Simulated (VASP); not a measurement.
# Sb: equation of state with PBEsol

Crystal: Sb.

```
CELL_PARAMETERS angstrom
2.15420 1.24373 3.75800
-2.15420 1.24373 3.75800
0.00000 -2.48746 3.75800
ATOMIC_POSITIONS crystal
Sb 0.76651 0.76651 0.76651
Sb 0.23349 0.23349 0.23349
```

```json
{
 "Program": "VASP 6.6.1",
 "Task": "equation of state",
 "Functional": "PBEsol",
 "Potentials or basis": "VASP PAW PBE potentials, release 64 (Sb)",
 "Cutoff": "520 eV",
 "k mesh": "8 × 8 × 8",
 "Occupations": "fermi-dirac, width 0.05 eV",
 "Spin": "no spin polarisation"
}
```

* Equilibrium volume: 30.31 Å³/atom
* Bulk modulus at fixed shape and positions: 58 GPa
* Pressure derivative of the bulk modulus: 4.6

Energy against volume, from the lowest point:
| volume (Å³/atom) | energy (meV/atom) |
| --- | --- |
| 28.393 | 24.72 |
| 28.998 | 11.10 |
| 29.602 | 3.06 |
| 30.206 | 0.00 |
| 30.810 | 1.39 |
| 31.414 | 6.75 |
| 32.018 | 15.67 |

All runs of the series together: 5.4 min on 1 thread of Intel(R) Xeon(R) Platinum 8488C (Sapphire Rapids), with other jobs on the host.

Caveat: the cell was scaled at fixed shape and fractional positions, which overstates the stiffness of a crystal with free parameters, most of all of layers and chains; the PAW data sets were made with another functional, which shifts forces and pressure a little. The run has no spin-orbit coupling, so splittings on Sb are missing.
